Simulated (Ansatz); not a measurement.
Here is an Ansatz 0.2.0 calculation.

input.yaml

```yaml
crystal:
  lattice:
    - [2.93800111, 0.0, 0.0]
    - [-1.46900055, 2.5443836, 0.0]
    - [0.0, 0.0, 2.88300221]
  atoms:
    - { symbol: Ta, position: [0.3333333333, 0.6666666667, 0.5] }
    - { symbol: "N", position: [0.0, 0.0, 0.0] }
hamiltonian:
  xc: pbe
  pseudopotentials: { kind: paw }
kpoints:
  mp_grid: { grid: [10, 10, 9] }
scf:
  occupations: { method: fermi_dirac, width: 0.05 }
output:
  forces: true
  stress: true
  eigenvalues: true
relax:
  f_tol: 0.01
  max_steps: 40
  cell: { stress_tol: 0.05 }
```

Potentials or basis: Ansatz PAW.

Launch:

```sh
$ ansatz run input.yaml --threads 2 --pin off --max-ram 5632MiB --backend cpu --events-out ev --progress --plain --runs-dir out
```

Question: What does it give for the band gap on the k mesh?

Answer: None (metal or under the smearing width).

Question: What does it give for the relaxed cell?

Answer: a = 2.950 Å, b = 2.950 Å, c = 2.897 Å, α = 90.00°, β = 90.00°, γ = 120.00°.

Final structure:
```
Ta N
1.0
     2.95033    0.00000    0.00000
    -1.47516    2.55506    0.00000
     0.00000    0.00000    2.89749
Ta N
1 1
Direct
  0.33333 0.66667 0.50000
  0.00000 0.00000 0.00000
```

 The run has no spin-orbit coupling, so splittings on Ta are missing.
